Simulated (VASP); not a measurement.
# TiAl (Pm-3m) in VASP: notebook

Runs on TiAl. Level: PBEsol. Tasks: single point, relaxation of cell and atoms.

All numbers are computed with VASP 6.6.1; they aren't measurements. Logs are shortened: lines on timing, memory, paths and dates and some standing lists are left out, and cuts for length are marked.

## Step 1: The crystal as given

Symmetry: Pm-3m, No. 221, cubic system. Conventional cell: a = 3.156 Å, b = 3.156 Å, c = 3.156 Å, α = 90.00°, β = 90.00°, γ = 90.00°. Around Ti (site symmetry m-3m) lie 8 Al at 2.73 Å. Around Al (site symmetry m-3m) lie 8 Ti at 2.73 Å.

The cell comes from a database or a generator and needn't be the stable form of this composition.

## Step 2: Single point, PBEsol

INCAR

```
SYSTEM = TiAl
PREC = Accurate ; ENCUT = 520
EDIFF = 1E-6 ; ISMEAR = 0
SIGMA = 0.15 ; LREAL = .False.
LASPH = .True. ; NELM = 100
ALGO = Fast ; ISIF = 2
LWAVE = .False. ; LCHARG = .False.
GGA = PS ; NBANDS = 14
```

KPOINTS

```
Automatic mesh
0
Gamma
  14 14 14
  0 0 0
```

POSCAR

```
TiAl
1.0
    3.1563759507      0.0000000000      0.0000000000
    0.0000000000      3.1563759507      0.0000000000
    0.0000000000      0.0000000000      3.1563759507
Ti Al
1 1
Direct
    0.0000000000      0.0000000000      0.0000000000
    0.5000000000      0.5000000000      0.5000000000
```

Potentials or basis: VASP PAW PBE potentials, release 64 (Ti_sv, Al).

Run with:

```bash
> cat potpaw_PBE.64/Ti_sv/POTCAR potpaw_PBE.64/Al/POTCAR > POTCAR
> mpirun -np 1 vasp_std > vasp.out
```

OUTCAR:

```text
SYSTEM = TiAl
   PREC = Accurate
   ENCUT = 520
   EDIFF = 1E-6
   ISMEAR = 0
   LREAL = .False.
   LASPH = .True.
   NELM = 100
   ISIF = 2
   GGA = PS

 ion  position               nearest neighbor table
   1  0.000  0.000  0.000-   2 2.73   2 2.73   2 2.73   2 2.73   2 2.73   2 2.73   2 2.73   2 2.73

   2  0.500  0.500  0.500-   1 2.73   1 2.73   1 2.73   1 2.73   1 2.73   1 2.73   1 2.73   1 2.73

  LATTYP: Found a simple cubic cell.
 ALAT       =     3.1563759507

  Lattice vectors:

 A1 = (   3.1563759507,   0.0000000000,   0.0000000000)
 A2 = (   0.0000000000,   3.1563759507,   0.0000000000)
 A3 = (   0.0000000000,   0.0000000000,   3.1563759507)

Analysis of symmetry for initial positions (statically):
=====================================================================
 Subroutine PRICEL returns:
 Original cell was already a primitive cell.

 Routine SETGRP: Setting up the symmetry group for a
 simple cubic supercell.

 Subroutine GETGRP returns: Found 48 space group operations
 (whereof 48 operations were pure point group operations)
 out of a pool of 48 trial point group operations.

The static configuration has the point symmetry O_h .

Analysis of symmetry for dynamics (positions and initial velocities):
=====================================================================
 Subroutine PRICEL returns:
 Original cell was already a primitive cell.

 Routine SETGRP: Setting up the symmetry group for a
 simple cubic supercell.

 Subroutine GETGRP returns: Found 48 space group operations
 (whereof 48 operations were pure point group operations)
 out of a pool of 48 trial point group operations.

The dynamic configuration has the point symmetry O_h .

 Subroutine INISYM returns: Found 48 space group operations
 (whereof 48 operations are pure point group operations),
 and found     1 'primitive' translations

----------------------------------------------------------------------------------------

                                     Primitive cell

  volume of cell :      31.4461

  direct lattice vectors                    reciprocal lattice vectors
     3.156375951  0.000000000  0.000000000     0.316819040  0.000000000  0.000000000
     0.000000000  3.156375951  0.000000000     0.000000000  0.316819040  0.000000000
     0.000000000  0.000000000  3.156375951     0.000000000  0.000000000  0.316819040

  length of vectors
     3.156375951  3.156375951  3.156375951     0.316819040  0.316819040  0.316819040

  position of ions in fractional coordinates (direct lattice)
[... 93 lines left out ...]
   EFERMI =   0.00;   METHOD = LEGACY
   ISMEAR =     0;   SIGMA  =   0.15  broadening in eV -4-tet -1-fermi 0-gaus
   EFERMI_NEDOS =   21; number of points for ismear=-14 and -15
   IALGO  =     68    algorithm
   IMIX   =      4    mixing-type and parameters
     AMIX     =   0.40;   BMIX     =  1.00
     AMIX_MAG =   1.60;   BMIX_MAG =  1.00
  volume/ion in A,a.u.               =      15.72       106.10
  Fermi-wavevector in a.u.,A,eV,Ry     =   1.279135  2.417215 22.261681  1.636187
  Thomas-Fermi vector in A             =   2.411638
   LORBIT       =      0    0 simple, 1 ext, 2 COOP (PROOUT), +10 PAW based schemes
   GGA     = PS    functional components
   LHFCALC =     F    Hartree Fock is set to
   AEXX    =    0.0000 exact exchange contribution
   IVDW    =     0    specifies the selected vdW correction
   LEPSILON=     F    determine dielectric tensor
   LRPA    =     F    only Hartree local field effects (RPA)
 non-spin polarized calculation
 RMM-DIIS sequential band-by-band and
 Gauss-broadening in eV      SIGMA  =   0.15
  energy-cutoff  :      520.00
  volume of cell :       31.45
 maximum number of plane-waves:       876
 NGX is ok and might be reduce to    24
   NGX = 11   NGY = 11   NGZ = 11

 number of electron      14.9999993 magnetization

 Free energy of the ion-electron system (eV)
  ---------------------------------------------------
  ext. energy  EPLUGINS =         0.00000000
  ---------------------------------------------------
  free energy    TOTEN  =       -12.98195704 eV

  energy without entropy =      -12.95605187  energy(sigma->0) =      -12.96900446

 E-fermi :   8.9076     XC(G=0): -11.2830

 val. band max:        8.8886885033   @ k =   0.3571   0.2857   0.1429
 cond. band min:       8.9130142838   @ k =   0.2857   0.2857   0.0000
 fundamental gap:      0.0243257805
 Fermi energy:         8.9076007223

 k-point     1 :       0.0000    0.0000    0.0000
  band No.  band energies     occupation
      1     -47.7134      2.00000
      2     -24.0138      2.00000
      3     -24.0138      2.00000
      4     -24.0138      2.00000
      5      -0.4481      2.00000
      6       7.4186      2.00000
      7       7.4186      2.00000
      8      10.7436      0.00000
      9      10.7436      0.00000
     10      10.7436      0.00000
     11      13.4264      0.00000
     12      13.4264      0.00000
     13      13.4264      0.00000
     14      17.8732      0.00000
[... 377 lines left out ...]
      1     -47.6935      2.00000
      2     -24.1572      2.00000
      3     -24.0706      2.00000
      4     -23.9938      2.00000
      5       2.0901      2.00000
      6       5.7053      2.00000
      7       7.7144      2.00000
      8       8.8492      1.41792
      9       9.4472      0.00000
     10      10.2887      0.00000
     11      11.9231      0.00000
     12      14.0860      0.00000
     13      16.5328      0.00000
     14      17.2781      0.00000

 [... further k-points ...]

------------------------ aborting loop because EDIFF is reached ----------------------------------------

  FORCE on cell =-STRESS in cart. coord.  units (eV):
  Direction    XX          YY          ZZ          XY          YZ          ZX
  --------------------------------------------------------------------------------------
  -------------------------------------------------------------------------------------
  Total        0.0116204      0.0116204      0.0116204     -0.0000000     -0.0000000     -0.0000000
  in kB        0.5920618      0.5920618      0.5920618     -0.0000000     -0.0000000     -0.0000000
  external PRESSURE =       0.5920618 kB  Pullay stress =       0.0000000 kB

 VOLUME and BASIS-vectors are now :
 -----------------------------------------------------------------------------
  energy-cutoff  :      520.00
  volume of cell :       31.45
      direct lattice vectors                 reciprocal lattice vectors
     3.156375951  0.000000000  0.000000000     0.316819040  0.000000000  0.000000000
     0.000000000  3.156375951  0.000000000     0.000000000  0.316819040  0.000000000
     0.000000000  0.000000000  3.156375951     0.000000000  0.000000000  0.316819040

 POSITION                                       TOTAL-FORCE (eV/Angst)
 -----------------------------------------------------------------------------------
      0.00000      0.00000      0.00000         0.000000      0.000000      0.000000
      1.57819      1.57819      1.57819         0.000000      0.000000      0.000000
 -----------------------------------------------------------------------------------
    total drift:                                0.000000      0.000000      0.000000

  FREE ENERGIE OF THE ION-ELECTRON SYSTEM (eV)
  ---------------------------------------------------
  free  energy   TOTEN  =       -12.9819570425 eV

  energy  without entropy=      -12.9560518734  energy(sigma->0) =      -12.96900446
```

It took 69 s on 1 thread of AMD EPYC 7R13 (Zen 3), shared host; peak memory 0.15 GiB.

What came out:

```yaml
Free_energy: -12.9820 eV
Pressure: 0.1 GPa
Band_gap_on_the_k_mesh: none (metal or under the smearing width)
```

Caveat: the PAW data sets were made with another functional, which shifts forces and pressure a little.

## Step 3: Single point, PBEsol

This run uses another cell than the first one, of 16.06 Å³/atom, 1.022 times its volume.

INCAR

```
SYSTEM = TiAl
  PREC = Accurate
  ENCUT = 520
  EDIFF = 1E-6
  ISMEAR = 0
  SIGMA = 0.1
  LREAL = .FALSE.
  LASPH = .TRUE.
  NELM = 100
  ALGO = Normal
  ISIF = 2
  LWAVE = .FALSE.
  LCHARG = .FALSE.
  GGA = PS
  NBANDS = 14
```

KPOINTS

```
regular mesh
0
G
  6 6 6
  0 0 0
```

POSCAR

```
TiAl
1.0
    3.1790640000      0.0000000000      0.0000000000
    0.0000000000      3.1790640000      0.0000000000
    0.0000000000      0.0000000000      3.1790640000
Ti Al
1 1
Direct
    0.0000000000      0.0000000000      0.0000000000
    0.5000000000      0.5000000000      0.5000000000
```

Potentials or basis: VASP PAW PBE potentials, release 64 (Ti_sv, Al).

Run with:

```bash
> cat potpaw_PBE.64/Ti_sv/POTCAR potpaw_PBE.64/Al/POTCAR > POTCAR
> mpirun -np 1 vasp_std > vasp.out
```

OUTCAR:

```text
SYSTEM = TiAl
   PREC = Accurate
   ENCUT = 520
   EDIFF = 1E-6
   ISMEAR = 0
   LREAL = .FALSE.
   LASPH = .TRUE.
   NELM = 100
   ISIF = 2
   GGA = PS

 ion  position               nearest neighbor table
   1  0.000  0.000  0.000-   2 2.75   2 2.75   2 2.75   2 2.75   2 2.75   2 2.75   2 2.75   2 2.75

   2  0.500  0.500  0.500-   1 2.75   1 2.75   1 2.75   1 2.75   1 2.75   1 2.75   1 2.75   1 2.75

  LATTYP: Found a simple cubic cell.
 ALAT       =     3.1790640000

  Lattice vectors:

 A1 = (   3.1790640000,   0.0000000000,   0.0000000000)
 A2 = (   0.0000000000,   3.1790640000,   0.0000000000)
 A3 = (   0.0000000000,   0.0000000000,   3.1790640000)

Analysis of symmetry for initial positions (statically):
=====================================================================
 Subroutine PRICEL returns:
 Original cell was already a primitive cell.

 Routine SETGRP: Setting up the symmetry group for a
 simple cubic supercell.

 Subroutine GETGRP returns: Found 48 space group operations
 (whereof 48 operations were pure point group operations)
 out of a pool of 48 trial point group operations.

The static configuration has the point symmetry O_h .

Analysis of symmetry for dynamics (positions and initial velocities):
=====================================================================
 Subroutine PRICEL returns:
 Original cell was already a primitive cell.

 Routine SETGRP: Setting up the symmetry group for a
 simple cubic supercell.

 Subroutine GETGRP returns: Found 48 space group operations
 (whereof 48 operations were pure point group operations)
 out of a pool of 48 trial point group operations.

The dynamic configuration has the point symmetry O_h .

 Subroutine INISYM returns: Found 48 space group operations
 (whereof 48 operations are pure point group operations),
 and found     1 'primitive' translations

----------------------------------------------------------------------------------------

                                     Primitive cell

  volume of cell :      32.1290

[... 115 lines left out ...]
 Gauss-broadening in eV      SIGMA  =   0.10
  energy-cutoff  :      520.00
  volume of cell :       32.13
 maximum number of plane-waves:       912
 NGX is ok and might be reduce to    24
   NGX = 11   NGY = 11   NGZ = 11

 number of electron      14.9999994 magnetization

 Free energy of the ion-electron system (eV)
  ---------------------------------------------------
  ext. energy  EPLUGINS =         0.00000000
  ---------------------------------------------------
  free energy    TOTEN  =       -12.96845001 eV

  energy without entropy =      -12.95623737  energy(sigma->0) =      -12.96234369

 E-fermi :   8.6942     XC(G=0): -11.1893

 val. band max:        8.6291180385   @ k =   0.3333   0.3333   0.1667
 cond. band min:       8.7524352477   @ k =   0.3333   0.1667   0.0000
 fundamental gap:      0.1233172092
 Fermi energy:         8.6941750154

 k-point     1 :       0.0000    0.0000    0.0000
  band No.  band energies     occupation
      1     -47.9747      2.00000
      2     -24.2769      2.00000
      3     -24.2769      2.00000
      4     -24.2769      2.00000
      5      -0.5822      2.00000
      6       7.2478      2.00000
      7       7.2478      2.00000
      8      10.4748      0.00000
      9      10.4748      0.00000
     10      10.4748      0.00000
     11      13.0914      0.00000
     12      13.0914      0.00000
     13      13.0914      0.00000
     14      17.5235      0.00000
[... 309 lines left out ...]
      1     -47.9305      2.00000
      2     -24.4046      2.00000
      3     -24.4046      2.00000
      4     -24.4046      2.00000
      5       5.5849      2.00000
      6       5.5849      2.00000
      7       5.5849      2.00000
      8       9.3260      0.00000
      9      11.5054      0.00000
     10      11.5054      0.00000
     11      11.5881      0.00000
     12      11.5881      0.00000
     13      11.5881      0.00000
     14      15.2372      0.00000

------------------------ aborting loop because EDIFF is reached ----------------------------------------

  FORCE on cell =-STRESS in cart. coord.  units (eV):
  Direction    XX          YY          ZZ          XY          YZ          ZX
  --------------------------------------------------------------------------------------
  -------------------------------------------------------------------------------------
  Total       -0.5335809     -0.5335809     -0.5335809      0.0000000      0.0000000     -0.0000000
  in kB      -26.6080487    -26.6080487    -26.6080487      0.0000000      0.0000000     -0.0000000
  external PRESSURE =     -26.6080487 kB  Pullay stress =       0.0000000 kB

 VOLUME and BASIS-vectors are now :
 -----------------------------------------------------------------------------
  energy-cutoff  :      520.00
  volume of cell :       32.13
      direct lattice vectors                 reciprocal lattice vectors
     3.179064000  0.000000000  0.000000000     0.314557996  0.000000000  0.000000000
     0.000000000  3.179064000  0.000000000     0.000000000  0.314557996  0.000000000
     0.000000000  0.000000000  3.179064000     0.000000000  0.000000000  0.314557996

 POSITION                                       TOTAL-FORCE (eV/Angst)
 -----------------------------------------------------------------------------------
      0.00000      0.00000      0.00000         0.000000      0.000000      0.000000
      1.58953      1.58953      1.58953         0.000000      0.000000      0.000000
 -----------------------------------------------------------------------------------
    total drift:                                0.000000      0.000000      0.000000

  FREE ENERGIE OF THE ION-ELECTRON SYSTEM (eV)
  ---------------------------------------------------
  free  energy   TOTEN  =       -12.9684500143 eV

  energy  without entropy=      -12.9562373691  energy(sigma->0) =      -12.96234369
```

OSZICAR:

```text
N       E                     dE             d eps       ncg     rms          rms(c)
DAV:   1     0.950311022697E+02    0.95031E+02   -0.70662E+03   560   0.109E+03
DAV:   2    -0.960867048106E+01   -0.10464E+03   -0.10098E+03   602   0.298E+02
DAV:   3    -0.145806642521E+02   -0.49720E+01   -0.48881E+01   820   0.629E+01
DAV:   4    -0.147227120052E+02   -0.14205E+00   -0.14193E+00   658   0.932E+00
DAV:   5    -0.147283850825E+02   -0.56731E-02   -0.56726E-02   798   0.176E+00    0.102E+01
DAV:   6    -0.130496197662E+02    0.16788E+01   -0.52741E+00   628   0.313E+01    0.281E+00
DAV:   7    -0.129822441610E+02    0.67376E-01   -0.40452E-01   608   0.845E+00    0.173E+00
DAV:   8    -0.129702883885E+02    0.11956E-01   -0.52454E-02   728   0.218E+00    0.508E-01
DAV:   9    -0.129683242960E+02    0.19641E-02   -0.80920E-03   652   0.121E+00    0.168E-01
DAV:  10    -0.129684510425E+02   -0.12675E-03   -0.33258E-04   640   0.200E-01    0.424E-02
DAV:  11    -0.129684504085E+02    0.63400E-06   -0.96669E-05   782   0.900E-02    0.883E-03
DAV:  12    -0.129684500143E+02    0.39412E-06   -0.21037E-06   570   0.141E-02
   1 F= -.12968450E+02 E0= -.12962344E+02  d E =-.122126E-01
```

stdout:

```text
POSCAR found type information on POSCAR TiAl
 POSCAR found :  2 types and       2 ions
 scaLAPACK will be used
 -----------------------------------------------------------------------------
|                                                                             |
|                                                                             |
|     You enforced a specific xc type in the INCAR file but a different       |
|     I HOPE YOU KNOW WHAT YOU ARE DOING!                                     |
|                                                                             |
 -----------------------------------------------------------------------------

 LDA part: xc-table for (Slater+PW92), standard interpolation
 POSCAR, INCAR and KPOINTS ok, starting setup
 FFT: planning ... GRIDC
 FFT: planning ... GRID_SOFT
 FFT: planning ... GRID
 WAVECAR not read
 entering main loop
```

It took 6.2 s on 1 thread of AMD EPYC 7R13 (Zen 3), shared host; peak memory 0.11 GiB.

Results:

```yaml
Free_energy: -12.9685 eV
Pressure: -2.7 GPa
Band_gap_on_the_k_mesh: none (metal or under the smearing width)
```

Levels at points of the mesh, in eV from the Fermi level:
| k point | band 5 | band 6 | band 7 | band 8 | band 9 | band 10 |
| --- | --- | --- | --- | --- | --- | --- |
| (0.00, 0.00, 0.00) | -9.28 | -1.45 | -1.45 | 1.78 | 1.78 | 1.78 |
| (0.50, 0.00, 0.00) | -6.03 | -5.20 | -0.56 | 0.12 | 0.12 | 1.99 |
| (0.50, 0.50, 0.00) | -5.02 | -2.10 | -2.10 | -1.49 | 0.68 | 0.68 |
| (0.50, 0.50, 0.50) | -3.11 | -3.11 | -3.11 | 0.63 | 2.81 | 2.81 |

Caveat: the PAW data sets were made with another functional, which shifts forces and pressure a little.

(Part 1 of 2 ends here.)
